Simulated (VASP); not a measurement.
# CaSe in VASP: one cell, several levels of theory

What does VASP give for CaSe (zincblende), under -0.5 % equal strain in all directions, the cell held fixed? Runs: PBE, r2SCAN. This is a trial cell built on a prototype, not taken from a measured structure, and it needn't be the compound's ground state.

Code: VASP 6.6.1. PAW datasets, plane waves. Simulation only: spin-unpolarised, and no claim that this is the phase found in nature.

## (1) Starting point

The cell comes from an earlier relaxation with r2SCAN in another program.

It is cubic, F-43m (No. 216); conventional cell a = 6.528 Å, 34.77 Å³ an atom. Around Ca lie 4 Se at 2.83 Å; around Se lie 4 Ca at 2.83 Å.

As a file:

```cif
data_structure
_symmetry_space_group_name_H-M 'F-43m'
_symmetry_Int_Tables_number 216
_cell_length_a 6.5276
_cell_length_b 6.5276
_cell_length_c 6.5276
_cell_angle_alpha 90.000
_cell_angle_beta 90.000
_cell_angle_gamma 90.000
_cell_volume 278.14
loop_
_atom_site_label
_atom_site_type_symbol
_atom_site_symmetry_multiplicity
_atom_site_Wyckoff_symbol
_atom_site_fract_x
_atom_site_fract_y
_atom_site_fract_z
_atom_site_occupancy
Ca1 Ca 4 a 0.00000 0.00000 0.00000 1
Se1 Se 4 d 0.25000 0.25000 0.75000 1
```

## (2) Single point with PBE

Contents of INCAR:

```
ENCUT = 520.000000
SIGMA = 0.020000
EDIFF = 1.00e-07
GGA = PE
PREC = Accurate
IBRION = -1
ISIF = 2
ISMEAR = -1
NBANDS = 15
NELM = 120
NSW = 0
LASPH = .TRUE.
LCHARG = .TRUE.
LELF = .TRUE.
LWAVE = .FALSE.
LREAL = .FALSE.
```

Contents of KPOINTS:

```
KPOINTS created by Atomic Simulation Environment
0
Gamma
6 6 6
0 0 0
```

Contents of KPOINTS_OPT:

```
special points
7
Reciprocal
0.0000000000 0.0000000000 0.0000000000 1
-0.5000000000 -0.5000000000 0.0000000000 1
-0.3750000000 -0.3750000000 0.2500000000 1
-0.3750000000 0.0000000000 0.3750000000 1
0.0000000000 0.0000000000 0.5000000000 1
-0.5000000000 -0.2500000000 0.2500000000 1
-0.2625000000 0.0000000000 0.2625000000 1
```

Contents of POSCAR:

```
Ca Se
 1.0000000000000000
     0.0000000000000000    3.2638194766000002    3.2638194766000002
     3.2638194766000002    0.0000000000000000    3.2638194766000002
     3.2638194766000002    3.2638194766000002    0.0000000000000000
 Ca  Se
   1   1
Cartesian
  0.0000000000000000  0.0000000000000000  0.0000000000000000
  1.6319097383000001  1.6319097383000001  1.6319097383000001
```

Potentials: the recommended PBE PAW datasets, 16 valence electrons in the neutral cell.

Command:

```sh
mpirun -np 1 vasp_std
```

## (3) r2SCAN

Contents of INCAR:

```
ENCUT = 520.000000
SIGMA = 0.010000
EDIFF = 1.00e-07
ALGO = Normal
METAGGA = R2SCAN
PREC = Accurate
IBRION = -1
ISIF = 2
ISMEAR = 0
NBANDS = 15
NELM = 120
NSW = 0
LASPH = .TRUE.
LCHARG = .FALSE.
LWAVE = .FALSE.
LREAL = .FALSE.
```

KPOINTS is that of step 2.

KPOINTS_OPT is that of step 2.

POSCAR is that of step 2.

What does the calculation give? Wanted: for each run, gap; pressure.

**Answer**, as computed:

```
 level  gap (eV)  pressure (GPa)
   PBE      3.25            1.07
r2SCAN      3.73            0.71
```

**Reading.** The gap spans 3.25 eV (PBE) to 3.73 eV (r2SCAN).
